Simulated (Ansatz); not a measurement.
# Clamped-ion strain scan in Sr

Method: DFT PBE+D3(BJ), scalar-relativistic, plane waves, PAW in Ansatz 0.2.0. The runs took a 420 eV cutoff, a Γ-centred 6×6×8 mesh and Gaussian smearing (0.03 eV). No spin polarisation. Energies are free energies at this smearing, counted from the undisturbed cell; pressure is positive in compression.

The starting cell (as given, not relaxed at this level; it stands at 0.1 GPa; this form isn't the usual structure):

```
Sr
1.0
    10.98763    0.00000    0.00000
    -5.49381    9.51557    0.00000
     0.00000    0.00000    4.42111
Sr
1
Direct
  0.00000 0.00000 0.00000
```

The cell is strained by ε times the Voigt pattern (0, 0, 1, 0, 0, 0) (xx, yy, zz, yz, xz, xy; engineering shear) with fractional coordinates fixed.

```
      ε  ΔE (meV/atom)
-0.1000          161.6
-0.0750          129.7
-0.0500           75.3
-0.0250           25.9
 0.0000            0.0
 0.0250           -7.3
 0.0500           -8.0
 0.0750           -7.1
 0.0875           -5.6
 0.1000           -2.5
```

(1) Predict the stress summed along the pattern (GPa, tension positive) at each point.

Answers

(1)
```csv
ε,"stress summed along the pattern (GPa, tension positive)"
-0.1000,-0.36
-0.0750,-0.75
-0.0500,-0.76
-0.0250,-0.54
0.0000,-0.20
0.0250,-0.03
0.0500,0.00
0.0750,0.03
0.0875,0.06
0.1000,0.11
```